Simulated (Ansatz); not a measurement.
# MgO2 (R-3m) in Ansatz: a series of runs

Aim: see how the results for MgO2 move with the level of theory and the settings. Levels: PBE0, r2SCAN0. Tasks: projected density of states.

All numbers are computed with Ansatz 0.2.0; they aren't measurements. Logs are shortened: lines on timing, memory, paths and dates and some standing lists are left out, and cuts for length are marked.

## 1. The crystal as given

The structure is trigonal, space group R-3m (No. 166). The conventional cell has a = 3.210 Å, b = 3.210 Å, c = 10.482 Å, α = 90.00°, β = 90.00°, γ = 120.00°. Around Mg (site symmetry -3m) lie 6 O at 2.11 Å. O (site symmetry 3m) is surrounded by 1 O at 1.49 Å.

The cell comes from a database or a generator and needn't be the stable form of this composition.

## 2. Projected density of states, PBE0

Input file input.yaml:

```yaml
crystal:
  lattice:
    - [1.604761016, 0.9265092046, 3.4939788749]
    - [-1.604761016, 0.9265092046, 3.4939788749]
    - [0.0, -1.8530184092, 3.4939788749]
  atoms:
    - { symbol: Mg, position: [0.0, 0.0, 0.0] }
    - { symbol: O, position: [0.571214, 0.571214, 0.571214] }
    - { symbol: O, position: [0.428786, 0.428786, 0.428786] }
hamiltonian:
  xc: pbe0
  pseudopotentials: { kind: paw }
kpoints:
  mp_grid: { grid: [6, 6, 6] }
scf:
  occupations: { method: fermi_dirac, width: 0.05 }
  n_extra_bands: 7
output:
  forces: true
  stress: true
  eigenvalues: true
  dos: { projected: true, de: 0.05 }
```

Potentials or basis: Ansatz PAW.

Started as:

```sh
> ansatz run input.yaml --threads 2 --pin off --max-ram 5632MiB --backend cpu --events-out ev --progress --plain --runs-dir out
```

Standard output:

```text
Warning: output.stress: scf.convergence.dr2_threshold = 1e-7 eV (the SCF's general default) is looser than the 3e-10 eV advised for a printed stress (1e-10 eV for each atom of the cell: 3). What an SCF threshold leaves in a stress goes as its square root, and in the free energy as the threshold itself, and one threshold admits the most on a small cell: of the crystals measured, under no hybrid functional and no lock of the moments, on runs that ended without the residual-converged pass, on stresses that held no estimate of that error, the worst erred by over 100 MPa in a component at 1e-7 eV an atom and by under 5 at 1e-10. Set scf.convergence.dr2_threshold to 3e-10 eV or tighter. The threshold is an SCF's pass mark: one that does not reach it within its budget of iterations ends unconverged, or closes short of it on a stop that the run arms, and scf.convergence.dr2_threshold's page says what that costs each kind of run
Warning: output.stress: scf.exx.energy_threshold = 1e-6 eV is looser than the 3e-8 eV advised for a stress under a hybrid functional (1e-8 eV for each atom of the cell: 3). Every SCF of the exchange loop can meet its threshold on dr2 while the loop round them stops early: no threshold on dr2 bounds what that leaves in the stress. Set scf.exx.energy_threshold to 3e-8 eV or tighter. The threshold is the loop's pass mark: a loop that does not reach it within its budget of cycles ends unconverged, and scf.exx.energy_threshold's page has the law
Warning: RAYON_NUM_THREADS=2 ignored (pool sized by the plan → 2); use --threads N
scf.n_extra_bands = 7 over 11 filled bands (N_el = 22.0): the run solves 18 bands
Engine: ansatz 0.2.0, x86_64-unknown-linux-gnu
Pseudopotentials: kind: paw
Pseudopotential: Mg, paw, valence charge 10, recommended cutoff 420 eV (normal), Mg.paw.azcp
Pseudopotential: O, paw, valence charge 6, recommended cutoff 420 eV (normal), O.paw.azcp
Functional definition: PBE0
  parameter a = 0.25
  parameter kappa = 0.804
  parameter beta = 0.06672455060314922
  exchange = (1 - a)*pbe_x(kappa = kappa, mu = beta*pi^2/3) + a*exact_x
  correlation = pbe_c(beta = beta)
Crystal: 3 atoms, lattice volume = 31.170 Å³
Basis set: ecut = 420 eV, 617 PW (Γ), exchange–correlation on 54×54×54 points (8 copies of the dense FFT grid, shifted against one another)
Bands: 18, of which v1, the nominal top of the filled ones, is band 11 counted from 1 (10 counted from 0)
Symmetry: 12 space group operations
Space group: R-3m (ITA 166), of the structure as read, at distance tolerance 3.1e-5 Å
k-points: 32 of 216
Non-local potential: Mg, projectors of the file, l = 0: 3, l = 1: 2, l = 2: 1
Non-local potential: O, projectors of the file, l = 0: 2, l = 1: 2, l = 2: 1
PAW form: soft (Blöchl's): semilocal exchange-correlation on the pseudo side does not see the compensation charge
PAW frozen core: Mg, regenerated for the run's functional, and the local potential with it (the file was generated under x = pbe(κ = 0.804, μ = 0.2195149727645171), c = pbe(β = 0.06672455060314922))
PAW frozen core: O, regenerated for the run's functional, and the local potential with it (the file was generated under x = pbe(κ = 0.804, μ = 0.2195149727645171), c = pbe(β = 0.06672455060314922))
PAW one-centre angular grid: Mg, 110 points (default); XC on 64 Gauss nodes
PAW one-centre angular grid: O, 110 points (default); XC on 64 Gauss nodes
Initial density: superposition of atomic densities (neutral atoms: chi_scale 0, normalization atom), corrected by the library's trained network
Initial wavefunctions: pseudopotential atomic-orbital guess
Functional: x = pbe(κ = 0.804, μ = 0.2195149727645171), c = pbe(β = 0.06672455060314922), warm-up for x = 0.75 pbe(κ = 0.804, μ = 0.2195149727645171) + 0.25 exact, c = pbe(β = 0.06672455060314922)
SCF iter   1: F=—  HF=-3058.572851 eV  |F-HF|=—  |Δ(HF+E_count)|=         —  Δρ=4.82e-3  dr2=4.38e-3  ethr=1.77e-3  ⟨swp⟩=9.2  Hψ=2722  notcnv=0
preconditioner: auto → none  [insulator: Δε(μ)=2.364 eV  Ē_g=19.291 eV  σ=0.050 eV  W_gap=1.00  n_scr=14 (ndim 8)  ℏωp=24.9 eV  f_vac=0.038  D(μ)=0.00/eV (n_scr^D=0)]
SCF iter   2: F=-3058.572883 eV  HF=-3058.572661 eV  |F-HF|=2.22e-4  |Δ(HF+E_count)|=   1.90e-4  Δρ=2.43e-3  dr2=5.49e-4  ethr=1.99e-5  ⟨swp⟩=3.5  Hψ=1346  notcnv=0  defer=6
SCF 1 stopped early in 2 iterations: F = -3058.572883 eV  dr2 = 5.49e-4
Initial density: handed on by an earlier stage of this run
Initial wavefunctions: those handed on with the density
Functional: x = 0.75 pbe(κ = 0.804, μ = 0.2195149727645171) + 0.25 exact, c = pbe(β = 0.06672455060314922)
Frozen-core exchange: fock
SCF iter   1: F=—  HF=-3058.668430 eV  |F-HF|=—  |Δ(HF+E_count)|=         —  Δρ=9.55e-3  dr2=1.05e-2  ethr=2.50e-5  ⟨swp⟩=5.4  Hψ=2365  notcnv=0
preconditioner: auto → none  [insulator: Δε(μ)=5.237 eV  Ē_g=22.746 eV  σ=0.050 eV  W_gap=1.00  n_scr=14 (ndim 8)  ℏωp=24.9 eV  f_vac=0.045  D(μ)=0.00/eV (n_scr^D=0)]
SCF iter   2: F=—  HF=-3058.665121 eV  |F-HF|=—  |Δ(HF+E_count)|=   3.31e-3  Δρ=4.43e-3  dr2=3.05e-3  ethr=2.50e-5  ⟨swp⟩=2.0  Hψ=928  notcnv=0
SCF iter   3: F=—  HF=-3058.674208 eV  |F-HF|=—  |Δ(HF+E_count)|=   9.09e-3  Δρ=1.47e-3  dr2=5.48e-4  ethr=8.16e-6  ⟨swp⟩=3.2  Hψ=1024  notcnv=0  defer=2
SCF iter   4: F=—  HF=-3058.674079 eV  |F-HF|=—  |Δ(HF+E_count)|=   1.29e-4  Δρ=4.69e-4  dr2=6.86e-5  ethr=2.19e-6  ⟨swp⟩=3.0  Hψ=1273  notcnv=0
iter 5 solved again at ethr=1.38e-8 eV; its pass at ethr=2.22e-7 eV (dr2=3.04e-6 eV) is discarded
SCF iter   5: F=—  HF=-3058.674194 eV  |F-HF|=—  |Δ(HF+E_count)|=   1.15e-4  Δρ=1.52e-4  dr2=4.66e-6  ethr=1.38e-8  ⟨swp⟩=3.1  Hψ=2133  notcnv=0  defer=6
SCF iter   6: F=-3058.674191 eV  HF=-3058.674194 eV  |F-HF|=2.98e-6  |Δ(HF+E_count)|=   4.32e-7  Δρ=4.44e-5  dr2=1.83e-6  ethr=1.38e-8  ⟨swp⟩=2.1  Hψ=938  notcnv=0  defer=2
SCF 2 stopped early in 6 iterations: F = -3058.674191 eV  dr2 = 1.83e-6
  Residual-converged pass: ⟨swp⟩=3.6  Hψ=1306  notcnv=0  max |occ|·‖R‖ = 6.6e-6 eV (tolerance 6.7e-6 eV)  dr2=1.83e-6  dr2_onsite=6.36e-8  max |Δocc| = 0.0e0
hybrid outer 1: dexx = +1.058e-2 eV, tail = 6.78e-5 eV
Frozen-core exchange: fock
SCF iter   1: F=—  HF=-3058.674338 eV  |F-HF|=—  |Δ(HF+E_count)|=         —  Δρ=1.08e-4  dr2=2.55e-6  ethr=1.54e-6  ⟨swp⟩=3.8  Hψ=1221  notcnv=0
preconditioner: auto → none  [insulator: Δε(μ)=5.288 eV  Ē_g=22.747 eV  σ=0.050 eV  W_gap=1.00  n_scr=14 (ndim 8)  ℏωp=24.9 eV  f_vac=0.059  D(μ)=0.00/eV (n_scr^D=0)]
SCF iter   2: F=—  HF=-3058.674337 eV  |F-HF|=—  |Δ(HF+E_count)|=   3.78e-7  Δρ=3.12e-5  dr2=2.12e-7  ethr=1.07e-8  ⟨swp⟩=3.3  Hψ=1194  notcnv=0
SCF iter   3: F=—  HF=-3058.674338 eV  |F-HF|=—  |Δ(HF+E_count)|=   5.70e-7  Δρ=1.45e-5  dr2=4.66e-8  ethr=3.81e-10  ⟨swp⟩=3.7  Hψ=1391  notcnv=0  defer=7
SCF iter   4: F=—  HF=-3058.674338 eV  |F-HF|=—  |Δ(HF+E_count)|=   1.02e-8  Δρ=2.63e-6  dr2=1.32e-9  ethr=1.51e-10  ⟨swp⟩=3.1  Hψ=1145  notcnv=0  defer=1
SCF iter   5: F=-3058.674338 eV  HF=-3058.674338 eV  |F-HF|=1.36e-12  |Δ(HF+E_count)|=   5.16e-9  Δρ=1.06e-6  dr2=1.26e-10  ethr=3.27e-12  ⟨swp⟩=3.8  Hψ=1395  notcnv=0  defer=7
SCF 3 converged in 5 iterations: F = -3058.674338 eV  dr2 = 1.26e-10
  Residual-converged pass: ⟨swp⟩=2.9  Hψ=1104  notcnv=0  max |occ|·‖R‖ = 5.3e-7 eV (tolerance 5.4e-7 eV)  dr2=1.27e-10  dr2_onsite=1.97e-11  max |Δocc| = 0.0e0
hybrid outer 2: dexx = +7.720e-7 eV, tail = 2.90e-8 eV, Δε = 5.71e-3 eV (about 1.87e-4 eV left of the loop's levels), ΔF = 7.76e-3 eV/Å (tail 1.20e-3)
Frozen-core exchange: fock
SCF iter   1: F=—  HF=-3058.674338 eV  |F-HF|=—  |Δ(HF+E_count)|=         —  Δρ=3.49e-6  dr2=8.05e-10  ethr=6.59e-10  ⟨swp⟩=5.1  Hψ=1388  notcnv=0
preconditioner: auto → none  [insulator: Δε(μ)=5.288 eV  Ē_g=22.746 eV  σ=0.050 eV  W_gap=1.00  n_scr=14 (ndim 8)  ℏωp=24.9 eV  f_vac=0.059  D(μ)=0.00/eV (n_scr^D=0)]
SCF iter   2: F=-3058.674338 eV  HF=-3058.674338 eV  |F-HF|=2.73e-12  |Δ(HF+E_count)|=  1.02e-10  Δρ=8.73e-7  dr2=1.08e-10  ethr=3.36e-12  ⟨swp⟩=3.0  Hψ=1174  notcnv=0
SCF 4 converged in 2 iterations: F = -3058.674338 eV  dr2 = 1.08e-10
  Residual-converged pass: ⟨swp⟩=3.0  Hψ=981  notcnv=0  max |occ|·‖R‖ = 8.0e-7 eV (tolerance 8.0e-7 eV)  dr2=1.09e-10  dr2_onsite=1.15e-11  max |Δocc| = 0.0e0
hybrid outer 3: dexx = +4.780e-10 eV, tail = 2.54e-10 eV, Δε = 7.38e-5 eV (about 1.03e-5 eV left of the loop's levels), ΔF = 1.06e-4 eV/Å (tail 1.13e-4)
hybrid SCF converged: 3 outer / 13 inner (+2 warm-up), last move |dexx| = 4.78e-10 eV, tail = 2.54e-10 eV
Stability not checked: this state was not tested for a lower state beside it, because the functional holds exact exchange (a hybrid, or Hartree-Fock), whose exchange loop this test does not read (fock_operator; see scf.lower_state_search)
Free energy (F): -3058.674338 eV
Frozen-core exchange: fock
Harris-Foulkes:  -3058.674338 eV  (|F-HF|=2.73e-12)
Internal energy: -3058.674338 eV  (E = F + TS)
E sigma→0 (E₀):  -3058.674338 eV
Fermi energy:    7.314462 eV
--- Per-component energies (eV) ---
  E_band       = -422.927602
  E_kinetic    = 427.972213
  E_local      = -2144.970709  (includes V_loc(G=0)·N_el)
  E_nonlocal   = 189.018551
  E_hartree    = 749.208815
  E_xc         = -136.600869
  E_vxc        = -174.558422  (∫ρ·V_xc dr)
  E_exx        = -99.235800  (= α·E_x^exact, valence–valence)
  E_paw        = -548.644560  (= ΣΔE_a)
  E_vpaw       = -20.340151  (= ΣTr[D̂ρ^β])
  E_aug_tail   = 0.004857  (compensation charges beyond the density's cutoff)
  E_ewald      = -1495.341718
  E_core_change = -0.085117  (= ΣΔE_core)
  E_smearing   = -0.000000  (= −TS)
  E_closure    = 0.000000  (closes the sum)
  Σ components = -3058.674338   (vs F -3058.674338, Δ=0.00e0)
--- Forces (eV/Å), atoms counted from 1 ---
  atom   1  Mg     0.00000000     0.00000000     0.00000000
  atom   2  O     -0.00000000    -0.00000000    -0.99242972
  atom   3  O     -0.00000000     0.00000000     0.99242972
  max |Σ_I F_I| component: 3.33e-16 eV/Å
--- Stress (GPa, compression-positive) ---
       -4.136862       0.000000       0.000000
        0.000000      -4.136862       0.000000
        0.000000       0.000000     -12.143626
  P = ⅓ Tr σ = -6.8058 GPa (-68.058 kbar)
--- Band table (eV; the first three rows and the last of 32) ---
  k-point 0: bands = ["-73.1651", "-38.0825", "-38.0568", "-38.0568", "-18.1833", "-11.1183", "-2.8159", "1.1194", "1.1194", "3.7563", "3.7563", "11.9226", "12.9317", "19.8228", "21.7554", "22.3560", "22.3560", "24.2523"]
  k-point 1: bands = ["-73.1646", "-38.0814", "-38.0653", "-38.0586", "-18.0523", "-11.1977", "-2.6326", "0.4167", "1.0267", "3.6043", "3.6327", "12.5519", "13.2586", "19.8860", "20.4242", "22.1579", "23.1345", "23.1777"]
  k-point 2: bands = ["-73.1635", "-38.0830", "-38.0785", "-38.0624", "-17.7759", "-11.3601", "-2.2407", "-0.8490", "0.8499", "3.3940", "3.4641", "12.3857", "15.0575", "18.5546", "20.0767", "21.8426", "22.7603", "24.8543"]
  k-point 31: bands = ["-73.1650", "-38.0863", "-38.0569", "-38.0569", "-17.6244", "-12.8174", "0.1110", "0.5562", "0.5562", "4.6254", "4.6254", "9.9136", "12.3513", "17.2591", "21.7702", "21.7702", "24.5943", "24.5943"]
```

Run time: 40 s. Hardware: 2 threads of AMD EPYC (Zen 3), shared host; peak memory 0.95 GiB.

What came out:

```
Free energy            : -3058.6743 eV
Pressure               : -6.8 GPa
Largest force          : 0.992 eV/Å
Band gap on the k mesh : 5.29 eV, direct
```

Forces on the atoms (eV/Å):
```
Mg   0.000  0.000  0.000
O    0.000  0.000 -0.992
O    0.000  0.000  0.992
```

States per cell in windows of 0.5 eV (zero at the valence-band top; states under -8 eV left out):
```csv
from (eV),total,O 2p,O 2s,Mg 3s
-8.0,0.00,0.00,0.00,0.00
-7.5,0.17,0.15,0.00,0.02
-7.0,0.59,0.53,0.01,0.05
-6.5,0.79,0.72,0.03,0.03
-6.0,0.63,0.57,0.02,0.02
-5.5,1.03,0.96,0.04,0.03
-5.0,1.11,1.06,0.02,0.01
-4.5,1.31,1.29,0.01,0.00
-4.0,0.37,0.37,0.00,0.00
-3.5,0.00,0.00,0.00,0.00
-3.0,0.00,0.00,0.00,0.00
-2.5,0.30,0.28,0.01,0.02
-2.0,0.93,0.87,0.01,0.03
-1.5,0.99,0.95,0.01,0.01
-1.0,1.15,1.12,0.00,0.00
-0.5,0.63,0.62,0.00,0.00
0.0,0.00,0.00,0.00,0.00
0.5,0.00,0.00,0.00,0.00
1.0,0.00,0.00,0.00,0.00
1.5,0.00,0.00,0.00,0.00
2.0,0.00,0.00,0.00,0.00
2.5,0.00,0.00,0.00,0.00
3.0,0.00,0.00,0.00,0.00
3.5,0.00,0.00,0.00,0.00
4.0,0.00,0.00,0.00,0.00
4.5,0.00,0.00,0.00,0.00
5.0,0.00,0.00,0.00,0.00
5.5,0.09,0.05,0.02,0.01
6.0,0.22,0.14,0.04,0.03
6.5,0.57,0.43,0.07,0.03
7.0,0.77,0.59,0.08,0.04
7.5,0.35,0.26,0.03,0.03
```

Caveat: the pressure holds a Pulay correction of +0.6 GPa for the finite cutoff; the PAW data sets come from PBE, with cores solved anew for the run's functional, which leaves a small shift of forces and pressure; the thresholds are loose for stress. A k mesh can miss the band edges.

## 3. Projected density of states, r2SCAN0

input.yaml, as its differences from that of step 2:

```diff
@@ -10,3 +10,3 @@
 hamiltonian:
-  xc: pbe0
+  xc: r2scan0
   pseudopotentials: { kind: paw }
```

Potentials or basis: Ansatz PAW.

Started as:

```sh
> ansatz run input.yaml --threads 2 --pin off --max-ram 5632MiB --backend cpu --events-out ev --progress --plain --runs-dir out
```

Run time: 66 s. Hardware: 2 threads of AMD EPYC (Zen 3), shared host; peak memory 1.2 GiB.

It converged, with:

```yaml
Free_energy: -3062.5782 eV
Pressure: -9.6 GPa
Largest_force: 1.028 eV/Å
Band_gap_on_the_k_mesh: 5.71 eV, direct
```

Forces in eV/Å, atoms in the order of the input:
```
Mg   0.000  0.000  0.000
O    0.000  0.000 -1.028
O    0.000  0.000  1.028
```

Stress tensor (GPa, compression positive):
```
 -6.98   0.00   0.00
  0.00  -6.98   0.00
  0.00   0.00 -14.89
```

Levels at points of the mesh, in eV from the valence-band top:
| k point | band 9 | band 10 | band 11 | band 12 | band 13 | band 14 |
| --- | --- | --- | --- | --- | --- | --- |
| (0.00, 0.00, 0.00) | -3.59 | -0.88 | -0.88 | 7.67 | 8.78 | 15.83 |
| (0.00, 0.00, -0.50) | -3.95 | -1.36 | -1.15 | 7.96 | 11.85 | 13.85 |
| (0.00, -0.50, -0.50) | -4.68 | -2.16 | -0.15 | 7.16 | 11.02 | 14.51 |
| (-0.50, -0.50, -0.50) | -4.16 | 0.00 | 0.00 | 5.71 | 8.07 | 13.30 |

States per cell in windows of 1 eV (zero at the valence-band top; states under -8 eV left out):
```tsv
from (eV)	total	O 2p	O 2s	Mg 3s
-8.0	0.15	0.13	0.00	0.02
-7.0	1.41	1.28	0.04	0.08
-6.0	1.73	1.61	0.06	0.05
-5.0	2.48	2.41	0.03	0.02
-4.0	0.24	0.23	0.00	0.00
-3.0	0.28	0.26	0.00	0.01
-2.0	1.94	1.84	0.02	0.04
-1.0	1.78	1.75	0.00	0.00
0.0	0.00	0.00	0.00	0.00
1.0	0.00	0.00	0.00	0.00
2.0	0.00	0.00	0.00	0.00
3.0	0.00	0.00	0.00	0.00
4.0	0.00	0.00	0.00	0.00
5.0	0.01	0.01	0.00	0.00
6.0	0.36	0.23	0.06	0.04
7.0	1.35	1.02	0.15	0.07
```

Caveat: the PAW data sets come from PBE, with cores solved anew for the run's functional, which leaves a small shift of forces and pressure; forces of over 1 eV/Å show positions far from the minimum, so gaps and moduli don't describe the material at rest; the thresholds are loose for stress. A k mesh can miss the band edges.
